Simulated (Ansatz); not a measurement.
Crystal: ZrH2.

```
CELL_PARAMETERS angstrom
0.00000 2.40923 2.40923
2.40923 0.00000 2.40923
2.40923 2.40923 0.00000
ATOMIC_POSITIONS crystal
Zr 0.00000 0.00000 0.00000
H 0.25000 0.25000 0.25000
H 0.75000 0.75000 0.75000
```

The cell is a database's computed one.

Base run:

| Property | Result |
| --- | --- |
| Program | Ansatz 0.2.0 |
| Functional | PBEsol |
| Potentials or basis | Ansatz PAW |
| Cutoff | 420 eV |
| Density cutoff | 1680 eV |
| k mesh | 10 × 10 × 10 |
| Occupations | fermi-dirac, width 0.05 eV |
| Spin | no spin polarisation |
| Hubbard terms | Zr d U = 4 eV |

Its results: band gap on the k mesh none (metal or under the smearing width); pressure -1.2 GPa.

Question: The run is repeated on the same cell with these changes: hubbard terms from Zr d U = 4 eV to none; hubbard projectors from ortho-atomic (the default) to none. What comes out?

Answer: Band gap on the k mesh none (metal or under the smearing width); pressure -4.6 GPa.

Caveats: the PAW data sets come from PBE, with cores solved anew for the run's functional, which leaves a small shift of forces and pressure; U without spin polarisation on a metal has little footing (some runs); the U is typed as a test and isn't derived for this compound (some runs).

Not every run made on this cell is shown here.
